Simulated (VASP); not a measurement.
Write the native input for VASP 6.6.1 that does the following.

```
Task                   : single point
Functional             : revPBE
Potentials or basis    : VASP PAW PBE potentials, release 64 (Li_sv)
Cutoff                 : 520 eV
k mesh                 : 14 × 14 × 14
Occupations            : fermi-dirac, width 0.1 eV
Spin                   : no spin polarisation
Dipole correction      : no
Further INCAR settings : ALGO = Normal; EDIFF = 1e-06; NBANDS = 8
```

The structure of Li lies in POSCAR:

```
Li
1.0
    0.0000000000      2.2508245847      2.2508245847
    2.2508245847      0.0000000000      2.2508245847
    2.2508245847      2.2508245847      0.0000000000
Li
1
Direct
    0.0000000000      0.0000000000      0.0000000000
```

This isn't the form of Li at room conditions, which is bcc.

The input as run:

INCAR

```
SYSTEM = Li
PREC = Accurate
ENCUT = 520
EDIFF = 1E-6
ISMEAR = -1
SIGMA = 0.1
LREAL = .FALSE.
LASPH = .TRUE.
NELM = 60
ALGO = Normal
ISIF = 2
LWAVE = .FALSE.
LCHARG = .FALSE.
GGA = RE
NBANDS = 8
```

KPOINTS

```
Automatic mesh
0
G
  14 14 14
  0 0 0
```

Potentials or basis: VASP PAW PBE potentials, release 64 (Li_sv).

The run is started by

```sh
$ cat potpaw_PBE.64/Li_sv/POTCAR > POTCAR
$ mpirun -np 1 vasp_std > vasp.out
```

It gave:

```json
{
  "Band gap on the k mesh": "none (metal or under the smearing width)"
}
```

Wall time 6.9 s on 1 thread of Intel(R) Xeon(R) Platinum 8259CL CPU @ 2.50GHz (Skylake/Cascade Lake), on a shared host, peak memory 0.13 GiB.
